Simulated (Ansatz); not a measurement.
# Si2W: the cost of one run

Program: Ansatz 0.2.0 through its Python package. Level of theory: DFT PBE, plane waves, PAW. These are calculated values, not measurements.

**1. The system**

It takes space group I4/mmm (No. 139, tetragonal). Conventional cell: a = 3.214 Å, b = 3.214 Å, c = 7.830 Å, α = 90.00°, β = 90.00°, γ = 90.00°. Around Si (site symmetry 4mm) lie 5 Si at 2.59 to 2.63 Å and 5 W at 2.62 Å. W (site symmetry 4/mmm) has 10 Si at 2.62 Å as nearest neighbours.

No structure file is read: the coordinates are typed or built in the script.

**2. The code**

Contents of run_eos.py:

```python
import warnings

import ansatz
import numpy as np

params = {
    'occupations': 'fermi_dirac',
    'smearing_width': 0.05,
    'functional': 'pbe',
    'ecut': 500,
    'kmesh': (12, 12, 12),
}

VECTORS = np.array([
    [-1.6069, 1.6069, 3.91495],
    [1.6069, -1.6069, 3.91495],
    [1.6069, 1.6069, -3.91495],
])
SITES = [
    ('Si', [0.3347, 0.3347, 0.0]),
    ('Si', [0.6653, 0.6653, 0.0]),
    ('W', [0.0, 0.0, 0.0]),
]


def crystal_on(cell):
    crystal = ansatz.Crystal(lattice=ansatz.Lattice.of(cell))
    for symbol, position in SITES:
        crystal = crystal.atom(symbol, position)
    return crystal

warnings.simplefilter('ignore', ansatz.DeckWarning)

volumes, energies = [], []
for scale in np.linspace(0.95, 1.07, 5):
    cell = VECTORS * scale ** (1 / 3)
    model = (
        crystal_on(cell).calculation()
        .pseudopotentials('paw')
        .occupations(params['occupations'], width=params['smearing_width'])
        .functional(params['functional'])
        .basis(params['ecut'])
        .kpoints(*params['kmesh'])
    )
    rep = model.run().report
    volumes.append(abs(np.linalg.det(cell)) / len(SITES))
    energies.append(rep['free_energy_ev'] / len(SITES))
    print(f'V = {volumes[-1]:8.4f} A^3/atom  F = {energies[-1]:.5f} eV/atom')

x = np.array(volumes) ** (-2 / 3)
poly = np.polynomial.Polynomial.fit(x, energies, 3).convert()
roots = poly.deriv().roots()
x0 = min((r.real for r in roots if abs(r.imag) < 1e-9 and poly.deriv(2)(r.real) > 0), key=lambda r: abs(r - x.mean()))
v0 = x0 ** -1.5
b0 = 4 / 9 * poly.deriv(2)(x0) * v0 ** (-7 / 3) * 160.21766
b1 = 4 + 2 / 3 * x0 * poly.deriv(3)(x0) / poly.deriv(2)(x0)
print(f'V0 = {v0:.4f} A^3/atom, B0 = {b0:.1f} GPa, dB/dP = {b1:.2f}')
```

**3. The input behind the calls**

The package turns the script's settings into the engine's input (first run):

```yaml
crystal:
  lattice:
    - [-1.5796591442366854, 1.5796591442366854, 3.848582093925827]
    - [1.5796591442366854, -1.5796591442366854, 3.848582093925827]
    - [1.5796591442366854, 1.5796591442366854, -3.848582093925827]
  atoms:
    - { symbol: Si, position: [0.3347, 0.3347, 0.0] }
    - { symbol: Si, position: [0.6653, 0.6653, 0.0] }
    - { symbol: W, position: [0.0, 0.0, 0.0] }
basis:
  ecutwfc: 500.0
kpoints:
  mp_grid:
    grid: [12, 12, 12]
hamiltonian:
  xc: pbe
  pseudopotentials:
    kind: paw
scf:
  occupations:
    method: fermi_dirac
    width: 0.05
```

**4. The run**

Launch:

```bash
$ python run_eos.py
```

What time and memory should one allow on 1 thread of Arm Neoverse V2, shared host?

About 24 s, with a peak of 0.49 GiB.
